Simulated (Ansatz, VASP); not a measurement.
Two plane-wave programs on SnO2

INCAR

```
SYSTEM = SnO2
  ALGO = Fast
  EDIFF = 1E-7
  EDIFFG = -0.005
  ENCUT = 600
  GGA = PE
  IBRION = 2
  ISIF = 3
  ISMEAR = -1
  LASPH = .True.
  LCHARG = .False.
  LREAL = .False.
  LWAVE = .False.
  NELM = 100
  NSW = 100
  PREC = Accurate
  SIGMA = 0.05
```

KPOINTS

```
k-points
0
Gamma
  11 11 11
  0 0 0
```

File POSCAR:

```
SnO2
1.0
    0.0000000000      2.5553258337      2.5553258337
    2.5553258337      0.0000000000      2.5553258337
    2.5553258337      2.5553258337      0.0000000000
Sn O
1 2
Direct
    0.0000000000      0.0000000000      0.0000000000
    0.2500000000      0.2500000000      0.2500000000
    0.7500000000      0.7500000000      0.7500000000
```

Input for Ansatz:

```yaml
crystal:
  lattice:
    - [0.0, 2.5553258337, 2.5553258337]
    - [2.5553258337, 0.0, 2.5553258337]
    - [2.5553258337, 2.5553258337, 0.0]
  atoms:
    - { symbol: Sn, position: [0.0, 0.0, 0.0] }
    - { symbol: O, position: [0.25, 0.25, 0.25] }
    - { symbol: O, position: [0.75, 0.75, 0.75] }
kpoints:
  mp_grid: { grid: [11, 11, 11] }
scf:
  occupations: { method: fermi_dirac, width: 0.05 }
hamiltonian:
  xc: pbe
  pseudopotentials: { kind: paw }
output:
  forces: true
  stress: true
relax:
  f_tol: 0.005
  max_steps: 80
  cell: {}
```

Alike in both runs: task relaxation of cell and atoms; functional PBE; k mesh 11 × 11 × 11; occupations fermi-dirac, width 0.05 eV; no spin polarisation.

```csv
,VASP,Ansatz
version,VASP 6.6.1,Ansatz 0.2.0
potentials or method,"VASP PAW PBE potentials, release 64 (Sn_d, O)","PAW with Ansatz's default frozen-core files, scalar-relativistic"
plane-wave cutoff (eV),600,420
valence electrons in the cell,26,26
```

```csv
,VASP,Ansatz,Ansatz less VASP
relaxed volume (Å³/atom),11.36,11.34,-0.023
relaxed cell length with the largest relative difference (Å),3.639,3.637,-0.0024
energy change over the relaxation (meV/atom),-3,-2,+0.6
```
